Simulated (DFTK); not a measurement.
Au:

```
CELL_PARAMETERS angstrom
2.74841 0.00000 0.00000
0.00000 2.74841 0.00000
0.00000 0.00000 2.74841
ATOMIC_POSITIONS crystal
Au 0.50000 0.50000 0.50000
```

The cell was built by a generator and needn't be a form met in nature.

Base run:

```yaml
Program: DFTK 0.8.2
Functional: LDA
Potentials_or_basis: SG15 1.2 (PBE)
Cutoff: 1225 eV
k_mesh: 10 × 10 × 10
Occupations: fermi-dirac, width 0.05 eV
Spin: no spin polarisation
```

Its results: band gap on the k mesh none (metal or under the smearing width); pressure -10.0 GPa.

Question: The run is repeated on the same cell with these changes: functional from LDA to PBEsol. What comes out?

Answer: Band gap on the k mesh none (metal or under the smearing width); pressure -6.4 GPa.

PBEsol binds less tightly than LDA, so the same cell stands under more pressure.

Caveats: the potentials were made for another functional, which shifts forces and pressure; spin-orbit coupling is left out, which moves the levels of the heavy elements.
